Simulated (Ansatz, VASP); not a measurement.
## Te in VASP and in Ansatz

Contents of INCAR:

```
PREC = Accurate ; ENCUT = 520
EDIFF = 1E-6 ; ISMEAR = -1
SIGMA = 0.05 ; LREAL = F
LASPH = T ; NELM = 100
ALGO = Normal ; ISIF = 2
LWAVE = F ; LCHARG = T
GGA = PS ; LELF = T
LVHAR = T ; NBANDS = 16
```

KPOINTS

```
Automatic mesh
0
Gamma
  7 7 5
```

POSCAR

```
Te
1.0
    4.3630765282      0.0000000000      0.0000000000
   -2.1815382641      3.7785351121      0.0000000000
    0.0000000000      0.0000000000      5.8030681080
Te
3
Direct
    0.7310000000      0.7310000000      0.0000000000
    0.0000000000      0.2690000000      0.6666666667
    0.2690000000      0.0000000000      0.3333333333
```

The input input.yaml:

```yaml
crystal:
  lattice:
    - [4.3630765282, 0.0, 0.0]
    - [-2.1815382641, 3.7785351121, 0.0]
    - [0.0, 0.0, 5.803068108]
  atoms:
    - { symbol: Te, position: [0.731, 0.731, 0.0] }
    - { symbol: Te, position: [0.0, 0.269, 0.6666666667] }
    - { symbol: Te, position: [0.269, 0.0, 0.3333333333] }
kpoints:
  mp_grid: { grid: [7, 7, 5] }
scf:
  occupations: { method: fermi_dirac, width: 0.05 }
hamiltonian:
  xc: pbesol
  pseudopotentials: { kind: all_electron, lapw: { basis_error: 0.001 } }
output:
  forces: true
  stress: true
  eigenvalues: true
```

Change from the starting cell: volume scaled by 0.94.

Alike in both runs: task single point; functional PBEsol; k mesh 7 × 7 × 5; occupations fermi-dirac, width 0.05 eV; no spin polarisation.

|  | VASP | Ansatz |
| --- | --- | --- |
| version | VASP 6.6.1 | Ansatz 0.2.0 |
| potentials or method | VASP PAW PBE potentials, release 64 (Te) | all-electron LAPW, scalar-relativistic |
| plane-wave cutoff (eV) | 520 | see its input |

|  | VASP | Ansatz | Ansatz less VASP |
| --- | --- | --- | --- |
| gap on the k mesh at the Fermi level (eV) | 0.56 | 0.57 | +0.009 |
| least direct gap on the mesh (eV) | 0.80 | 0.81 | +0.016 |
| pressure (GPa) | 2.6 | 2.4 | -0.11 |
| largest component of the traceless stress (GPa) | 1.25 | 1.18 | -0.065 |
| rms of the force components (eV/Å) | 0.278 | 0.258 | -0.0205 |

Atom by atom the forces differ by 0.021 eV/Å (rms over components). Ansatz ran all-electron here, so the differences hold the error of VASP's frozen core and of both bases.

Caveats: spin-orbit coupling is left out, which moves the levels of the heavy elements; an odd mesh through Γ misses points on the zone boundary, where band edges often lie; the PAW data sets were made with another functional, which shifts forces and pressure a little (VASP).
